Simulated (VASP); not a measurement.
# Cu (Fm-3m) in VASP: settings compared, part 2 of 2

VASP 6.6.1.

## Step 5: Relaxation of cell and atoms, LDA, target pressure 7.3 GPa, at which the enthalpy is minimised

INCAR

```
ALGO     = Normal         # electronic algorithm
EDIFF    = 1E-6           # SCF threshold, eV
EDIFFG   = -0.01          # ionic threshold
ENCUT    = 600            # plane-wave cutoff, eV
GGA      = CA             # functional
IBRION   = 2              # ionic algorithm
ISIF     = 3              # what is computed and relaxed
ISMEAR   = 1              # smearing method
LASPH    = T              # aspherical terms in the spheres
LCHARG   = F              # write CHGCAR
LREAL    = F              # projectors in reciprocal space
LWAVE    = F              # write WAVECAR
NELM     = 80             # most SCF steps
NSW      = 90             # ionic steps
PREC     = Accurate       # precision mode
PSTRESS  = 73.0         
SIGMA    = 0.1            # smearing width, eV
```

KPOINTS

```
k-points
0
Gamma
  18 18 18
```

POSCAR

```
Cu
1.0
    0.0000000000      1.8075000000      1.8075000000
    1.8075000000      0.0000000000      1.8075000000
    1.8075000000      1.8075000000      0.0000000000
Cu
1
Direct
    0.0000000000      0.0000000000      0.0000000000
```

Potentials or basis: VASP PAW LDA potentials, release 64 (Cu).

On the command line:

```sh
$ cat potpaw_LDA.64/Cu/POTCAR > POTCAR
$ mpirun -np 1 vasp_std > vasp.out
```

OUTCAR:

```text
EDIFF = 1E-6
   EDIFFG = -0.01
   ENCUT = 600
   GGA = CA
   IBRION = 2
   ISIF = 3
   ISMEAR = 1
   LASPH = T
   LREAL = F
   NELM = 80
   NSW = 90
   PREC = Accurate
   PSTRESS = 73.0

 ion  position               nearest neighbor table
   1  0.000  0.000  0.000-

  LATTYP: Found a face centered cubic cell.
 ALAT       =     3.6150000000

  Lattice vectors:

 A1 = (   0.0000000000,   1.8075000000,   1.8075000000)
 A2 = (   1.8075000000,   0.0000000000,   1.8075000000)
 A3 = (   1.8075000000,   1.8075000000,   0.0000000000)

Analysis of symmetry for initial positions (statically):
=====================================================================
 Subroutine PRICEL returns:
 Original cell was already a primitive cell.

 Routine SETGRP: Setting up the symmetry group for a
 face centered cubic supercell.

 Subroutine GETGRP returns: Found 48 space group operations
 (whereof 48 operations were pure point group operations)
 out of a pool of 48 trial point group operations.

The static configuration has the point symmetry O_h .

Analysis of symmetry for dynamics (positions and initial velocities):
=====================================================================
 Subroutine PRICEL returns:
 Original cell was already a primitive cell.

 Routine SETGRP: Setting up the symmetry group for a
 face centered cubic supercell.

 Subroutine GETGRP returns: Found 48 space group operations
 (whereof 48 operations were pure point group operations)
 out of a pool of 48 trial point group operations.

The dynamic configuration has the point symmetry O_h .

 Subroutine INISYM returns: Found 48 space group operations
 (whereof 48 operations are pure point group operations),
 and found     1 'primitive' translations

----------------------------------------------------------------------------------------

                                     Primitive cell

  volume of cell :      11.8104

  direct lattice vectors                    reciprocal lattice vectors
     0.000000000  1.807500000  1.807500000    -0.276625173  0.276625173  0.276625173
     1.807500000  0.000000000  1.807500000     0.276625173 -0.276625173  0.276625173
     1.807500000  1.807500000  0.000000000     0.276625173  0.276625173 -0.276625173

  length of vectors
     2.556191014  2.556191014  2.556191014     0.479128854  0.479128854  0.479128854

  position of ions in fractional coordinates (direct lattice)
     0.000000000  0.000000000  0.000000000

  ion indices of the primitive-cell ions
   primitive index   ion index
                 1           1

----------------------------------------------------------------------------------------

 KPOINTS: k-points

Automatic generation of k-mesh.
 Grid dimensions read from file:
 generate k-points for:   18   18   18

 Generating k-lattice:

  Cartesian coordinates                     Fractional coordinates (reciprocal lattice)
    -0.015368065  0.015368065  0.015368065     0.055555556  0.000000000  0.000000000
     0.015368065 -0.015368065  0.015368065     0.000000000  0.055555556  0.000000000
     0.015368065  0.015368065 -0.015368065     0.000000000  0.000000000  0.055555556

  Length of vectors
     0.026618270  0.026618270  0.026618270

  Shift w.r.t. Gamma in fractional coordinates (k-lattice)
     0.000000000  0.000000000  0.000000000

 Subroutine IBZKPT returns following result:
 ===========================================

 Found    195 irreducible k-points:

 Following reciprocal coordinates:
            Coordinates               Weight
  0.000000  0.000000  0.000000      1.000000
  0.055556  0.000000  0.000000      8.000000
  0.111111  0.000000  0.000000      8.000000
  0.166667  0.000000  0.000000      8.000000
  0.222222  0.000000  0.000000      8.000000
  0.277778  0.000000  0.000000      8.000000
[... 16 lines left out ...]
 -0.277778  0.055556  0.000000     24.000000
 -0.222222  0.055556  0.000000     24.000000
 [... further k-points ...]
   k-points           NKPTS =    195   k-points in BZ     NKDIM =    195   number of bands    NBANDS=      9
   number of dos      NEDOS =    301   number of ions     NIONS =      1
   total plane-waves  NPLWV =   8000
   dimension x,y,z NGX =    20 NGY =   20 NGZ =   20
   dimension x,y,z NGXF=    40 NGYF=   40 NGZF=   40
   ions per type =               1
   NGX,Y,Z   is equivalent  to a cutoff of  13.01, 13.01, 13.01 a.u.
   NGXF,Y,Z  is equivalent  to a cutoff of  26.01, 26.01, 26.01 a.u.
 SYSTEM =  unknown system
   PREC   = accura    normal or accurate (medium, high low for compatibility)
   ISTART =      0    job   : 0-new  1-cont  2-samecut
   ICHARG =      2    charge: 1-file 2-atom 10-const
   ISPIN  =      1    spin polarized calculation?
   LNONCOLLINEAR =      F non collinear calculations
   LSORBIT =      F    spin-orbit coupling
   LASPH  =      T    aspherical Exc in radial PAW
   ENCUT  =  600.0 eV  44.10 Ry    6.64 a.u.   5.11  5.11  5.11*2*pi/ulx,y,z
   NELM   =     80;   NELMIN=  2; NELMDL= -5     # of ELM steps
   EDIFF  = 0.1E-05   stopping-criterion for ELM
   LREAL  =      F    real-space projection
   EDIFFG = -.1E-01   stopping-criterion for IOM
   NSW    =     90    number of steps for IOM
   IBRION =      2    ionic relax: 0-MD 1-quasi-New 2-CG
   NFREE  =      1    steps in history (QN), initial steepest desc. (CG)
   ISIF   =      3    stress and relaxation
   ISYM   =      2    0-nonsym 1-usesym 2-fastsym
   POTIM  = 0.5000    time-step for ionic-motion
   TEBEG  =    0.0;   TEEND  =   0.0 temperature during run
   PSTRESS=   73.0 pullay stress
   NELECT =      11.0000    total number of electrons
   NUPDOWN=      -1.0000    fix difference up-down
   EMIN   =  10.00;   EMAX   =-10.00  energy-range for DOS
   EFERMI =   0.00;   METHOD = LEGACY
   ISMEAR =     1;   SIGMA  =   0.10  broadening in eV -4-tet -1-fermi 0-gaus
   EFERMI_NEDOS =   21; number of points for ismear=-14 and -15
   IALGO  =     38    algorithm
   IMIX   =      4    mixing-type and parameters
     AMIX     =   0.40;   BMIX     =  1.00
     AMIX_MAG =   1.60;   BMIX_MAG =  1.00
  volume/ion in A,a.u.               =      11.81        79.70
  Fermi-wavevector in a.u.,A,eV,Ry     =   1.598763  3.021224 34.777078  2.556043
  Thomas-Fermi vector in A             =   2.696162
   LORBIT       =      0    0 simple, 1 ext, 2 COOP (PROOUT), +10 PAW based schemes
   GGA     = CA    functional components
   LHFCALC =     F    Hartree Fock is set to
   AEXX    =    0.0000 exact exchange contribution
   IVDW    =     0    specifies the selected vdW correction
   LEPSILON=     F    determine dielectric tensor
   LRPA    =     F    only Hartree local field effects (RPA)
 conjugate gradient relaxation of ions
 non-spin polarized calculation
 Methfessel and Paxton  Order N= 1 SIGMA  =   0.10
  energy-cutoff  :      600.00
  volume of cell :       11.81
 maximum number of plane-waves:       411
   NGX = 11   NGY = 11   NGZ = 11

--------------------------------------- Ionic step        1  -------------------------------------------

 number of electron      11.0000001 magnetization

 Free energy of the ion-electron system (eV)
  ---------------------------------------------------
  ext. energy  EPLUGINS =         0.00000000
  ---------------------------------------------------
  free energy    TOTEN  =        -4.67418999 eV

  energy without entropy =       -4.67423873  energy(sigma->0) =       -4.67420623

------------------------ aborting loop because EDIFF is reached ----------------------------------------

  FORCE on cell =-STRESS in cart. coord.  units (eV):
  Direction    XX          YY          ZZ          XY          YZ          ZX
  --------------------------------------------------------------------------------------
  -------------------------------------------------------------------------------------
  Total       -0.8504954     -0.8504954     -0.8504954      0.0000000      0.0000000      0.0000000
  in kB     -115.3765703   -115.3765703   -115.3765703      0.0000000      0.0000000      0.0000000
  external PRESSURE =    -188.3765703 kB  Pullay stress =      73.0000000 kB
[... 24 lines left out ...]
--------------------------------------- Ionic step        2  -------------------------------------------

 number of electron      11.0000008 magnetization

 E-fermi :  10.2241     XC(G=0): -14.3650

 val. band max:       10.1726194516   @ k =  -0.2222   0.2778   0.1111
 cond. band min:      10.2446292352   @ k =   0.4444   0.3889   0.0000
 fundamental gap:      0.0720097836
 Fermi energy:        10.2240638638

 k-point     1 :       0.0000    0.0000    0.0000
  band No.  band energies     occupation
      1      -0.7924      2.00000
      2       6.4550      2.00000
      3       6.4550      2.00000
      4       6.4550      2.00000
      5       7.6102      2.00000
      6       7.6102      2.00000
      7      34.5327      0.00000
      8      38.7270      0.00000
      9      38.7270      0.00000
[... 349 lines left out ...]
--------------------------------------- Ionic step        4  -------------------------------------------

 number of electron      10.9999987 magnetization

 Free energy of the ion-electron system (eV)
  ---------------------------------------------------
  ext. energy  EPLUGINS =         0.00000000
  ---------------------------------------------------
  free energy    TOTEN  =        -4.69901514 eV

  energy without entropy =       -4.69905529  energy(sigma->0) =       -4.69902852

 E-fermi :   8.8052     XC(G=0): -13.7766

 val. band max:        8.7971329621   @ k =  -0.4444   0.1111   0.0556
 cond. band min:       8.8206004980   @ k =   0.5000   0.3333   0.1667
 fundamental gap:      0.0234675359
 Fermi energy:         8.8052384511

 k-point     1 :       0.0000    0.0000    0.0000
  band No.  band energies     occupation
      1      -1.3986      2.00000
      2       5.4023      2.00000
      3       5.4023      2.00000
      4       5.4023      2.00000
      5       6.4003      2.00000
      6       6.4003      2.00000
      7      32.4093      0.00000
      8      35.7950      0.00000
      9      35.7950      0.00000
[... 308 lines left out ...]
  energy  without entropy=       -4.6990552864  energy(sigma->0) =       -4.69902852

  enthalpy is  TOTEN    =        -4.2184300858 eV   P V=        0.4805850532

 reached required accuracy - stopping structural energy minimisation
```

Wall time 21 s (1 thread of Intel Xeon 6975P-C (Granite Rapids), shared host); peak memory 0.14 GiB.

Results:

```yaml
Free_energy: -4.6990 eV
Relaxed_volume: 10.55 Å³/atom
Relaxed_cell: a = 2.462 Å, b = 2.462 Å, c = 2.462 Å, α = 60.00°, β = 60.00°, γ = 60.00°
Space_group_after_relaxing_to_0.05_Å: Fm-3m (No. 225)
Energy_change_on_relaxing_the_enthalpy_is_what_falls: -24.8 meV/atom
Ionic_steps: 4
Pressure_after_relaxing: 7.4 GPa
Band_gap_on_the_k_mesh: none (metal or under the smearing width)
```

The path:
```tsv
step	energy change (eV)	largest force (eV/Å)	pressure (GPa)	volume (Å³)
1	0.0000	0.0000	-11.54	11.81
2	0.0906	0.0000	33.53	9.59
3	-0.0259	0.0000	6.89	10.57
4	-0.0248	0.0000	7.37	10.55
```

Final structure:
```
CELL_PARAMETERS angstrom
0.00000 1.74064 1.74064
1.74064 0.00000 1.74064
1.74064 1.74064 0.00000
ATOMIC_POSITIONS crystal
Cu 0.00000 0.00000 0.00000
```

Levels at points of the mesh, in eV from the Fermi level:
```csv
k point,band 3,band 4,band 5,band 6,band 7,band 8,band 9
"(0.00, 0.00, 0.00)",-3.40,-3.40,-2.40,-2.40,23.60,26.99,26.99
"(0.50, 0.00, 0.00)",-3.44,-1.73,-1.73,-1.28,4.37,22.07,23.76
"(0.50, 0.50, 0.00)",-1.74,-1.56,-1.56,1.44,7.98,13.94,13.94
```

Caveat: the cell is relaxed towards a set pressure, so the enthalpy falls and the energy may rise. LDA usually gives volumes a few per cent too small.

## Step 6: Relaxation of cell and atoms, LDA, target pressure 7.3 GPa, at which the enthalpy is minimised

This run uses another cell than the first one, of 10.55 Å³/atom, 0.893 times its volume.

INCAR, as its differences from that of step 5:

```diff
@@ -1,4 +1,4 @@
 ALGO     = Normal         # electronic algorithm
-EDIFF    = 1E-6           # SCF threshold, eV
-EDIFFG   = -0.01          # ionic threshold
+EDIFF    = 1E-7           # SCF threshold, eV
+EDIFFG   = -0.005         # ionic threshold
 ENCUT    = 600            # plane-wave cutoff, eV
```

KPOINTS is that of step 5.

POSCAR

```
Cu                                      
1.0
    0.0000000000      1.7406414802      1.7406414802
    1.7406414802      0.0000000000      1.7406414802
    1.7406414802      1.7406414802     -0.0000000000
  Cu            
     1
Direct
     1.0000000000000000    0.0000000000000000    1.0000000000000000
```

Potentials or basis: VASP PAW LDA potentials, release 64 (Cu).

On the command line:

```sh
$ cat potpaw_LDA.64/Cu/POTCAR > POTCAR
$ mpirun -np 1 vasp_std > vasp.out
```

Wall time 14 s (1 thread of Intel Xeon 6975P-C (Granite Rapids), shared host); peak memory 0.14 GiB.

Results (log left out):

- Free energy: -4.6987 eV
- Relaxed volume: 10.56 Å³/atom
- Relaxed cell: a = 2.462 Å, b = 2.462 Å, c = 2.462 Å, α = 60.00°, β = 60.00°, γ = 60.00°
- Space group after relaxing (to 0.05 Å): Fm-3m (No. 225)
- Energy change on relaxing (the enthalpy is what falls): -0.3 meV/atom
- Ionic steps: 3
- Pressure after relaxing: 7.3 GPa
- Band gap on the k mesh: none (metal or under the smearing width)

Step by step:
```tsv
step	energy change (eV)	largest force (eV/Å)	pressure (GPa)	volume (Å³)
1	0.0000	0.0000	7.47	10.55
2	-0.0008	0.0000	7.16	10.56
3	-0.0003	0.0000	7.29	10.56
```

Final structure:
```cif
data_structure
_symmetry_space_group_name_H-M 'P 1'
_symmetry_Int_Tables_number 1
_cell_length_a 2.4622
_cell_length_b 2.4622
_cell_length_c 2.4622
_cell_angle_alpha 60.000
_cell_angle_beta 60.000
_cell_angle_gamma 60.000
_cell_volume 10.56
loop_
_atom_site_label
_atom_site_type_symbol
_atom_site_fract_x
_atom_site_fract_y
_atom_site_fract_z
_atom_site_occupancy
Cu1 Cu 0.00000 0.00000 0.00000 1
```

Levels at points of the mesh, in eV from the Fermi level:
| k point | band 4 | band 5 | band 6 | band 7 | band 8 | band 9 |
| --- | --- | --- | --- | --- | --- | --- |
| (0.00, 0.00, 0.00) | -3.40 | -2.40 | -2.40 | 23.60 | 26.98 | 26.98 |
| (0.50, 0.00, 0.00) | -1.73 | -1.73 | -1.28 | 4.37 | 22.06 | 23.75 |
| (0.50, 0.50, 0.00) | -1.56 | -1.56 | 1.44 | 7.98 | 13.94 | 13.94 |

Caveat: the cell is relaxed towards a set pressure, so the enthalpy falls and the energy may rise.

## Step 7: The runs side by side

```tsv
task	level	potentials or basis	cell	k mesh	cutoff (eV)	target pressure	mesh quality	gap on the mesh (eV)	pressure (GPa)
single point	LDA	VASP PAW LDA potentials, release 64 (Cu)	Fm-3m, 11.81 Å³/atom	8 × 8 × 8	520	-	coarse	none	-10.9
relaxation of cell and atoms	PBEsol	VASP PAW PBE potentials, release 64 (Cu)	relaxed	18 × 18 × 18	600	-	not flagged	none	0.0
relaxation of cell and atoms	LDA	VASP PAW LDA potentials, release 64 (Cu)	relaxed to 7.3 GPa	18 × 18 × 18	600	7.3 GPa	not flagged	none	7.3
```

Alike in all rows: no spin polarisation; smearing methfessel-paxton 0.1 eV.

Caveats: some runs use coarse meshes; the relaxation stopped at its first step, so nothing moved (some runs); the PAW data sets were made with another functional, which shifts forces and pressure a little (some runs); the cell is relaxed towards a set pressure, so the enthalpy falls and the energy may rise (some runs).

Absolute energies hang on the potentials; compare differences alone.
